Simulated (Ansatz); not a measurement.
# MoS2 under strain

Level of theory: DFT PBE+D3(BJ), scalar-relativistic, plane waves, PAW (Ansatz). Settings: 420 eV cutoff, 12×12×4 k-mesh, Gaussian smearing of 0.02 eV, no spin polarisation.

Starting point, cell and atoms relaxed:

```
CELL_PARAMETERS angstrom
3.14972 0.00000 0.00000
-1.57486 2.72774 0.00000
0.00000 0.00000 6.64754
ATOMIC_POSITIONS crystal
Mo 0.00000 0.00000 0.00000
S 0.33333 0.66667 0.23567
S 0.33333 0.66667 0.76433
```

Deformation: c alone is stretched, the rest of the cell is held and the atoms relax, all within the symmetry that the strain leaves. Energies are extrapolated to zero smearing. Stress is positive in compression, on the Cartesian axes of the cell above. Gaps are Kohn–Sham gaps over the whole zone.

```
strain (%)  ΔE (meV/atom) a (Å) b (Å) c (Å)  σxx (GPa)  σyy (GPa)  σzz (GPa) gap (eV)
      -3.0            3.3  3.150  3.150  6.448       0.29       0.29       2.06      1.01
      -2.0            1.3  3.150  3.150  6.515       0.16       0.16       1.23      1.08
      -1.0            0.3  3.150  3.150  6.581       0.06       0.06       0.55      1.14
      +0.0            0.0  3.150  3.150  6.648      -0.01      -0.01       0.01      1.20
      +1.0            0.3  3.150  3.150  6.714      -0.07      -0.07      -0.43      1.26
      +2.0            1.0  3.150  3.150  6.780      -0.11      -0.11      -0.78      1.31
      +3.0            2.1  3.150  3.150  6.847      -0.14      -0.14      -1.05      1.35
```

This form isn't the usual stable structure of the compound.